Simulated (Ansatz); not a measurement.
# Sr (sc type): the cost of one run

Program: Ansatz 0.2.0. Level of theory: DFT PBE, with the methods named in each step. These are calculated values, not measurements.

This is Sr in the simple cubic structure; at room conditions it is fcc.

## Step 1: Starting point

It takes space group Pm-3m (No. 221, cubic). Conventional cell: a = 3.849 Å, b = 3.849 Å, c = 3.849 Å, α = 90.00°, β = 90.00°, γ = 90.00°. Sr (site symmetry m-3m) has 6 Sr at 3.85 Å in its first shell of neighbours.

As a file:

```
Sr
1.0
     3.84911    0.00000    0.00000
     0.00000    3.84911    0.00000
     0.00000    0.00000    3.84911
Sr
1
Direct
  0.00000 0.00000 0.00000
```

Whether this phase is the stable one at these pressures isn't tested.

## Step 2: The reference volume, LAPW

Input file input.yaml:

```yaml
crystal:
  lattice:
    - [3.8491146653, 0.0, 0.0]
    - [0.0, 3.8491146653, 0.0]
    - [0.0, 0.0, 3.8491146653]
  atoms:
    - { symbol: Sr, position: [0.0, 0.0, 0.0] }
kpoints:
  mp_grid: { grid: [10, 10, 10] }
  band_path:
    path:
      - [0.0, 0.0, 0.0]
      - [0.0, 0.5, 0.0]
      - [0.5, 0.5, 0.0]
      - [0.0, 0.0, 0.0]
      - [0.5, 0.5, 0.5]
      - [0.0, 0.5, 0.0]
      - [0.5, 0.5, 0.5]
      - [0.5, 0.5, 0.0]
    npoints: 14
scf:
  occupations: { method: fermi_dirac, width: 0.05 }
hamiltonian:
  xc: pbe
  pseudopotentials: { kind: all_electron, lapw: { basis_error: 0.001 } }
output:
  forces: true
  stress: true
  eigenvalues: true
  populations: true
  dos: { projected: true, de: 0.2, e_range: [-14, 8] }
```

On the command line:

```
$ ansatz run input.yaml --threads 1 --pin off --max-ram 2048MiB --backend cpu --events-out ev --progress --plain --runs-dir out
```

**Question.** How long does this run take on 1 thread of Arm Neoverse V1, shared host, and how much memory does it need?

About 5.6 s, with a peak of 0.22 GiB.
